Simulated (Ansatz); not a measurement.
A run of Ansatz 0.2.0 is set up as follows.

File input.yaml:

```yaml
crystal:
  lattice:
    - [-0.052572, 1.943717, 1.937694]
    - [1.948271, -0.037622, 1.922744]
    - [1.91985, 1.900346, -0.0092]
  atoms:
    - { symbol: Os, position: [0.000305, 0.004511, -0.019135] }
hamiltonian:
  xc: pbesol
  pseudopotentials: { kind: paw, source: ansatz }
  dispersion: d3bj
  hubbard: { sites: [{ species: Os, l: d, u_eff: 3.0 }], projectors: atomic }
kpoints:
  mp_grid: { grid: [9, 9, 9] }
scf:
  occupations: { method: fermi_dirac, width: 0.05 }
output:
  forces: true
  stress: true
  eigenvalues: true
  write_density: true
  write_potential: true
  elf: true
  volumetric_format: npy
```

Potentials or basis: Ansatz PAW earlier set.

Run with:

```bash
$ ansatz run input.yaml --threads 1 --pin off --max-ram 2560MiB --backend cpu --events-out ev --progress --plain --runs-dir out
```

(1) What does it give for the pressure?

(2) Predict the band gap on the k mesh.

## Answers

(1) -37.1 GPa.

(2) none (metal or under the smearing width).

Caveat: the cell as given lies far from equilibrium; U without spin polarisation on a metal has little footing; pairwise dispersion overbinds metals, which lowers pressure and volume; the U is typed as a test and isn't derived for this compound.
